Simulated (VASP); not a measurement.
# KCl (I4/mmm) in VASP: a series of runs, part 2 of 2

VASP 6.6.1. Earlier steps stand in the parts before.

## (3) Electrostatic potential, LDA

This run uses another cell than the first one, of 29.39 Å³/atom, 0.954 times its volume.

INCAR reads:

```
PREC = Accurate
ENCUT = 520
EDIFF = 1E-6
ISMEAR = 0
SIGMA = 0.02
LREAL = False
LASPH = True
NELM = 60
ALGO = Fast
ISIF = 2
LWAVE = False
LCHARG = True
GGA = CA
LVHAR = True
```

KPOINTS reads:

```
regular mesh
0
Gamma
  7 7 5
```

POSCAR reads:

```
KCl                                     
1.0
    4.4071807864      0.0000000000      0.0000000000
    0.0000000000      4.4071807864      0.0000000000
    0.0000000000      0.0000000000      6.0524756488
  K               Cl            
     2     2
Direct
     0.0000000000000000    1.0000000000000000    0.0000000000000000
     0.5000000000000000    0.5000000000000000    0.5000000000000000
     0.5000000000000000    0.5000000000000000    0.0000000000000000
     0.0000000000000000    1.0000000000000000    0.5000000000000000
```

Potentials or basis: VASP PAW LDA potentials, release 64 (K_sv, Cl).

Command:

```
$ cat potpaw_LDA.64/K_sv/POTCAR potpaw_LDA.64/Cl/POTCAR > POTCAR
$ mpirun -np 1 vasp_std > vasp.out
```

OUTCAR:

```text
PREC = Accurate
   ENCUT = 520
   EDIFF = 1E-6
   ISMEAR = 0
   LREAL = False
   LASPH = True
   NELM = 60
   ISIF = 2
   GGA = CA

 ion  position               nearest neighbor table
   1  0.000  0.000  0.000-   4 3.03   4 3.03   3 3.12   3 3.12   3 3.12   3 3.12
   2  0.500  0.500  0.500-   3 3.03   3 3.03   4 3.12   4 3.12   4 3.12   4 3.12
   3  0.500  0.500  0.000-   2 3.03   2 3.03   1 3.12   1 3.12   1 3.12   1 3.12
   4  0.000  0.000  0.500-   1 3.03   1 3.03   2 3.12   2 3.12   2 3.12   2 3.12

  LATTYP: Found a simple tetragonal cell.
 ALAT       =     4.4071807864
 C/A-ratio  =     1.3733213912

  Lattice vectors:

 A1 = (   4.4071807864,   0.0000000000,   0.0000000000)
 A2 = (   0.0000000000,   4.4071807864,   0.0000000000)
 A3 = (   0.0000000000,   0.0000000000,   6.0524756488)

Analysis of symmetry for initial positions (statically):
=====================================================================
 Subroutine PRICEL returns following result:

  LATTYP: Found a body centered tetragonal cell.
 ALAT       =     4.4071807864
 C/A-ratio  =     1.3733213912

  Lattice vectors:

 A1 = (  -2.2035903932,  -2.2035903932,  -3.0262378244)
 A2 = (   2.2035903932,   2.2035903932,  -3.0262378244)
 A3 = (   2.2035903932,  -2.2035903932,   3.0262378244)

   2 primitive cells build up your supercell.

 Routine SETGRP: Setting up the symmetry group for a
 simple tetragonal supercell.

 Subroutine GETGRP returns: Found 16 space group operations
 (whereof 16 operations were pure point group operations)
 out of a pool of 16 trial point group operations.

The static configuration has the point symmetry D_4h.

Analysis of symmetry for dynamics (positions and initial velocities):
=====================================================================
 Subroutine PRICEL returns following result:

  LATTYP: Found a body centered tetragonal cell.
 ALAT       =     4.4071807864
 C/A-ratio  =     1.3733213912

  Lattice vectors:

 A1 = (  -2.2035903932,  -2.2035903932,  -3.0262378244)
 A2 = (   2.2035903932,   2.2035903932,  -3.0262378244)
 A3 = (   2.2035903932,  -2.2035903932,   3.0262378244)

   2 primitive cells build up your supercell.

 Routine SETGRP: Setting up the symmetry group for a
 simple tetragonal supercell.

 Subroutine GETGRP returns: Found 16 space group operations
 (whereof 16 operations were pure point group operations)
 out of a pool of 16 trial point group operations.

The dynamic configuration has the point symmetry D_4h.

 Subroutine INISYM returns: Found 16 space group operations
 (whereof 16 operations are pure point group operations),
 and found     2 'primitive' translations

----------------------------------------------------------------------------------------

                                     Primitive cell

  volume of cell :      58.7794

  direct lattice vectors                    reciprocal lattice vectors
    -2.203590393 -2.203590393 -3.026237824    -0.000000000 -0.226902423 -0.165221648
     2.203590393  2.203590393 -3.026237824     0.226902423  0.000000000 -0.165221648
     2.203590393 -2.203590393  3.026237824     0.226902423 -0.226902423  0.000000000

  length of vectors
     4.343931009  4.343931009  4.343931009     0.280682922  0.280682922  0.320888484

  position of ions in fractional coordinates (direct lattice)
[... 38 lines left out ...]
  0.285714  0.000000  0.000000      4.000000
  0.428571  0.000000  0.000000      4.000000
  0.142857  0.142857  0.000000      4.000000
  0.285714  0.142857  0.000000      8.000000
[... 16 lines left out ...]
  0.285714  0.000000  0.400000      8.000000
  0.428571  0.000000  0.400000      8.000000
 [... further k-points ...]
   k-points           NKPTS =     30   k-points in BZ     NKDIM =     30   number of bands    NBANDS=     20
   number of dos      NEDOS =    301   number of ions     NIONS =      4
   total plane-waves  NPLWV =  62208
   dimension x,y,z NGX =    36 NGY =   36 NGZ =   48
   dimension x,y,z NGXF=    72 NGYF=   72 NGZF=   96
   ions per type =               2   2
   NGX,Y,Z   is equivalent  to a cutoff of  13.58, 13.58, 13.18 a.u.
   NGXF,Y,Z  is equivalent  to a cutoff of  27.16, 27.16, 26.37 a.u.
 SYSTEM =  unknown system
   PREC   = accura    normal or accurate (medium, high low for compatibility)
   ISTART =      0    job   : 0-new  1-cont  2-samecut
   ICHARG =      2    charge: 1-file 2-atom 10-const
   ISPIN  =      1    spin polarized calculation?
   LNONCOLLINEAR =      F non collinear calculations
   LSORBIT =      F    spin-orbit coupling
   LASPH  =      T    aspherical Exc in radial PAW
   ENCUT  =  520.0 eV  38.22 Ry    6.18 a.u.   8.19  8.19 11.25*2*pi/ulx,y,z
   NELM   =     60;   NELMIN=  2; NELMDL= -5     # of ELM steps
   EDIFF  = 0.1E-05   stopping-criterion for ELM
   LREAL  =      F    real-space projection
   EDIFFG = 0.1E-04   stopping-criterion for IOM
   NSW    =      0    number of steps for IOM
   IBRION =     -1    ionic relax: 0-MD 1-quasi-New 2-CG
   NFREE  =      0    steps in history (QN), initial steepest desc. (CG)
   ISIF   =      2    stress and relaxation
   ISYM   =      2    0-nonsym 1-usesym 2-fastsym
   POTIM  = 0.5000    time-step for ionic-motion
   TEBEG  =    0.0;   TEEND  =   0.0 temperature during run
   PSTRESS=    0.0 pullay stress
   NELECT =      32.0000    total number of electrons
   NUPDOWN=      -1.0000    fix difference up-down
   EMIN   =  10.00;   EMAX   =-10.00  energy-range for DOS
   EFERMI =   0.00;   METHOD = LEGACY
   ISMEAR =     0;   SIGMA  =   0.02  broadening in eV -4-tet -1-fermi 0-gaus
   EFERMI_NEDOS =   21; number of points for ismear=-14 and -15
   IALGO  =     68    algorithm
   IMIX   =      4    mixing-type and parameters
     AMIX     =   0.40;   BMIX     =  1.00
     AMIX_MAG =   1.60;   BMIX_MAG =  1.00
  volume/ion in A,a.u.               =      29.39       198.33
  Fermi-wavevector in a.u.,A,eV,Ry     =   1.060978  2.004959 15.315742  1.125675
  Thomas-Fermi vector in A             =   2.196378
   LORBIT       =      0    0 simple, 1 ext, 2 COOP (PROOUT), +10 PAW based schemes
   GGA     = CA    functional components
   LHFCALC =     F    Hartree Fock is set to
   AEXX    =    0.0000 exact exchange contribution
   IVDW    =     0    specifies the selected vdW correction
   LEPSILON=     F    determine dielectric tensor
   LRPA    =     F    only Hartree local field effects (RPA)
 non-spin polarized calculation
 RMM-DIIS sequential band-by-band and
 Gauss-broadening in eV      SIGMA  =   0.02
  energy-cutoff  :      520.00
  volume of cell :      117.56
 maximum number of plane-waves:      3187
 NGX is ok and might be reduce to    36
   NGX = 17   NGY = 17   NGZ = 23

 number of electron      31.9999998 magnetization

 Free energy of the ion-electron system (eV)
  ---------------------------------------------------
  ext. energy  EPLUGINS =         0.00000000
  ---------------------------------------------------
  free energy    TOTEN  =       -14.79279156 eV

  energy without entropy =      -14.79279156  energy(sigma->0) =      -14.79279156

 E-fermi :  -1.6730     XC(G=0):  -8.3522

 val. band max:       -1.8162222778   @ k =   0.0000   0.0000   0.0000
 cond. band min:       3.1034107896   @ k =   0.0000   0.0000   0.0000
 fundamental gap:      4.9196330674
 Fermi energy:        -1.6730036786

 k-point     1 :       0.0000    0.0000    0.0000
  band No.  band energies     occupation
      1     -28.5358      2.00000
      2     -28.5137      2.00000
      3     -13.9355      2.00000
      4     -13.8093      2.00000
      5     -12.4416      2.00000
      6     -12.3170      2.00000
[... 541 lines left out ...]
     19       6.5078      0.00000
     20       6.5651      0.00000

 [... further k-points ...]

------------------------ aborting loop because EDIFF is reached ----------------------------------------

  FORCE on cell =-STRESS in cart. coord.  units (eV):
  Direction    XX          YY          ZZ          XY          YZ          ZX
  --------------------------------------------------------------------------------------
  -------------------------------------------------------------------------------------
  Total       -0.9726569     -0.9726569     -0.0117465      0.0000000      0.0000000     -0.0000000
  in kB      -13.2560907    -13.2560907     -0.1600906      0.0000000      0.0000000     -0.0000000
  external PRESSURE =      -8.8907573 kB  Pullay stress =       0.0000000 kB

 VOLUME and BASIS-vectors are now :
 -----------------------------------------------------------------------------
  energy-cutoff  :      520.00
  volume of cell :      117.56
      direct lattice vectors                 reciprocal lattice vectors
     4.407180786  0.000000000  0.000000000     0.226902423  0.000000000  0.000000000
     0.000000000  4.407180786  0.000000000     0.000000000  0.226902423  0.000000000
     0.000000000  0.000000000  6.052475649     0.000000000  0.000000000  0.165221648

 POSITION                                       TOTAL-FORCE (eV/Angst)
 -----------------------------------------------------------------------------------
      0.00000      0.00000      0.00000        -0.000000      0.000000      0.000000
      2.20359      2.20359      3.02624        -0.000000     -0.000000     -0.000000
      2.20359      2.20359      0.00000         0.000000      0.000000      0.000000
      0.00000      0.00000      3.02624        -0.000000     -0.000000      0.000000
 -----------------------------------------------------------------------------------
    total drift:                                0.000000      0.000000      0.000000

  FREE ENERGIE OF THE ION-ELECTRON SYSTEM (eV)
  ---------------------------------------------------
  free  energy   TOTEN  =       -14.7927915589 eV

  energy  without entropy=      -14.7927915589  energy(sigma->0) =      -14.79279156
```

OSZICAR:

```text
N       E                     dE             d eps       ncg     rms          rms(c)
DAV:   1     0.253069408376E+03    0.25307E+03   -0.14698E+04  1200   0.144E+03
DAV:   2     0.360323924327E+01   -0.24947E+03   -0.23884E+03  1584   0.378E+02
DAV:   3    -0.149067899210E+02   -0.18510E+02   -0.18447E+02  1920   0.873E+01
[... 13 lines left out ...]
RMM:  17    -0.147927854229E+02   -0.57531E-05   -0.57458E-05  1582   0.250E-02    0.268E-03
RMM:  18    -0.147927883941E+02   -0.29712E-05   -0.29440E-05  1476   0.188E-02    0.369E-03
RMM:  19    -0.147927900726E+02   -0.16786E-05   -0.17011E-05  1317   0.141E-02    0.307E-03
RMM:  20    -0.147927910289E+02   -0.95628E-06   -0.10373E-05  1170   0.111E-02    0.203E-03
RMM:  21    -0.147927915589E+02   -0.52997E-06   -0.57175E-06  1025   0.862E-03
   1 F= -.14792792E+02 E0= -.14792792E+02  d E =-.247251E-26
```

stdout:

```text
POSCAR found type information on POSCAR K Cl
 POSCAR found :  2 types and       4 ions
 scaLAPACK will be used
 LDA part: xc-table for (Slater(with rela. corr.)+CA(PZ))
 , standard interpolation
 POSCAR, INCAR and KPOINTS ok, starting setup
 FFT: planning ... GRIDC
 FFT: planning ... GRID_SOFT
 FFT: planning ... GRID
 WAVECAR not read
 entering main loop
WARNING in EDDRMM: call to ZHEGV failed, returncode =   8  4     19
WARNING in EDDRMM: call to ZHEGV failed, returncode =   6  3     12
WARNING in EDDRMM: call to ZHEGV failed, returncode =   6  3      5
```

Wall time 43 s (1 thread of Intel Xeon 6975P-C (Granite Rapids), shared host); peak memory 0.22 GiB.

What came out:

| Item | Value |
| --- | --- |
| Free energy | -14.7928 eV |
| Pressure | -0.9 GPa |
| Band gap on the k mesh | 4.92 eV |

Stress tensor (GPa, compression positive):
```
-1.33  0.00  0.00
 0.00 -1.33  0.00
 0.00  0.00 -0.02
```

Levels at points of the mesh, in eV from the valence-band top:
```csv
k point,band 12,band 13,band 14,band 15,band 16,band 17,band 18,band 19,band 20
"(0.00, 0.00, 0.00)",-0.30,-0.30,-0.03,-0.03,0.00,4.92,6.05,8.02,8.02
```

Caveat: an odd mesh through Γ misses points on the zone boundary, where band edges often lie.
